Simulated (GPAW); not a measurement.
Crystal: Ge.

```
CELL_PARAMETERS angstrom
-2.57449 2.57449 1.39741
2.57449 -2.57449 1.39741
2.57449 2.57449 -1.39741
ATOMIC_POSITIONS crystal
Ge 0.50000 0.50000 0.00000
Ge 0.25000 0.75000 0.50000
```

This isn't the form of Ge at room conditions, which is diamond.

Base run:

- Program: GPAW 26.7.0
- Functional: LDA
- Potentials or basis: the program's PAW data sets (release 1.2.1) made for this functional
- Cutoff: 600 eV
- Basis: pw
- k mesh: 11 × 11 × 11
- Occupations: fermi-dirac, width 0.05 eV
- Spin: no spin polarisation

Its results: pressure -2.5 GPa.

**Question.** The run is repeated on the same cell with these changes: functional from LDA to BLYP; potentials or basis from the program's PAW data sets (release 1.2.1) made for this functional to PAW data sets generated in the run's folder for this functional. What comes out?

**Answer.** Pressure 9.6 GPa.
